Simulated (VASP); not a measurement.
Set up this calculation in VASP 6.6.1, as the native input.

```yaml
Task: electron localisation function
Functional: PBE
Potentials_or_basis: VASP PAW PBE potentials, release 54 (Ti, Al)
Cutoff: 500 eV
k_mesh: 8 × 8 × 8
Occupations: tetrahedron
Spin: collinear spin, ferromagnetic start
Starting_moments: "[1.0, 0.0] μB"
Further_INCAR_settings: ALGO = Normal; EDIFF = 1e-06
```

The structure of TiAl lies in POSCAR:

```
TiAl
1.0
    3.1790640000      0.0000000000      0.0000000000
    0.0000000000      3.1790640000      0.0000000000
    0.0000000000      0.0000000000      3.1790640000
Ti Al
1 1
Direct
    0.0000000000      0.0000000000      0.0000000000
    0.5000000000      0.5000000000      0.5000000000
```

The cell comes from a database or a generator and needn't be the stable form of this composition.

These files were run (other wordings do the same):

INCAR

```
SYSTEM = TiAl
ALGO = Normal
EDIFF = 1E-6
ENCUT = 500
GGA = PE
ISIF = 2
ISMEAR = -5
ISPIN = 2
LASPH = .True.
LCHARG = .True.
LELF = .True.
LMAXMIX = 4
LORBIT = 11
LREAL = .False.
LWAVE = .False.
MAGMOM = 1 0
NELM = 60
PREC = Accurate
SIGMA = 0.05
```

KPOINTS

```
k-points
0
Gamma
  8 8 8
  0 0 0
```

Potentials or basis: VASP PAW PBE potentials, release 54 (Ti, Al).

The run is started by

```bash
$ cat potpaw_PBE.54/Ti/POTCAR potpaw_PBE.54/Al/POTCAR > POTCAR
$ mpirun -np 1 vasp_std > vasp.out
```

It gave:

The pressure is 0.2 GPa, the band gap on the k mesh is none (metal or under the smearing width) and the net moment is 0.00 μB per cell. The valence electrons inside the program's atomic spheres are Ti 3.53; Al 0.82.

Caveat: tetrahedron occupations give inexact forces and stress in metals.

Run time: 12 s on 1 thread of AMD EPYC 9R45 96-Core Processor (Zen 5) (shared host), peak memory 0.13 GiB.
